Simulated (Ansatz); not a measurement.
The calculation used Ansatz, DFT PBE, scalar-relativistic, plane waves, PAW. All cells share a 420 eV cutoff and Γ-centred k meshes spaced at most about 0.3 Å⁻¹ (about 0.25 or finer for metals, 2π included). No spin polarisation.

Temperature and zero-point effects are left out.

Question: Order these relaxed structures of CdSe4 by energy, lowest first, with the energy over the lowest of them.
A.

```
CELL_PARAMETERS angstrom
6.59882 0.00000 0.00000
0.00000 5.61073 0.00000
-2.27322 0.00000 8.08785
ATOMIC_POSITIONS crystal
Cd 0.00000 0.50000 0.50000
Cd 0.00000 0.00000 0.00000
Se 0.66953 0.42958 0.08503
Se 0.33047 0.57042 0.91497
Se 0.20048 0.19557 0.80378
Se 0.79952 0.80443 0.19622
Se 0.33047 0.92958 0.41497
Se 0.66953 0.07042 0.58503
Se 0.79952 0.69557 0.69622
Se 0.20048 0.30443 0.30379
```

B.

```
CELL_PARAMETERS angstrom
5.17480 0.00000 0.00000
0.00000 5.17480 0.00000
0.00000 0.00000 5.17480
ATOMIC_POSITIONS crystal
Cd 0.50000 0.50000 0.50000
Se 0.00000 0.00000 0.00000
Se 0.50000 0.50000 0.00000
Se 0.50000 0.00000 0.50000
Se 0.00000 0.50000 0.50000
```

C.

```
CELL_PARAMETERS angstrom
-4.10074 4.10074 2.25401
4.10074 -4.10074 2.25401
4.10074 4.10074 -2.25401
ATOMIC_POSITIONS crystal
Cd 0.00000 0.00000 0.00000
Se 0.72120 0.18766 0.90885
Se 0.27880 0.81234 0.09115
Se 0.18766 0.27880 0.46646
Se 0.81234 0.72120 0.53354
```

D.

```
CELL_PARAMETERS angstrom
3.88946 0.00000 0.00000
-1.94473 3.36837 0.00000
0.00000 0.00000 8.96320
ATOMIC_POSITIONS crystal
Cd 0.00000 0.00000 0.00000
Se 0.33333 0.66667 0.81408
Se 0.33333 0.66667 0.40836
Se 0.66667 0.33333 0.18592
Se 0.66667 0.33333 0.59164
```

Answer: A (0 meV/atom), C (61 meV/atom), D (166 meV/atom), B (863 meV/atom). Forms: A P2_1/c; C I4/m; D P-3m1; B Pm-3m. Counting Se atoms around Cd (those within 1.25 times the shortest such distance or 1.15 times the sum of covalent radii, 1.27 where that leaves under three; a plus sign parts nearer from farther groups): A has Cd 2+2; C has Cd 4; D has Cd 6; B has Cd 6. A holds Se–Se units of three or more atoms (shortest 2.37 Å); C holds Se–Se chains (shortest 2.52 Å) (bonds between like non-metal atoms; other contacts aren't counted). All come from invented guesses.

Se stands nearly free of neighbours here, and without spin polarisation the energy of such atoms comes out too high. Cells relaxed within their symmetry can be saddle points. Some structure types and database cells were kept out of the candidates from the start, so a known form may be missing.
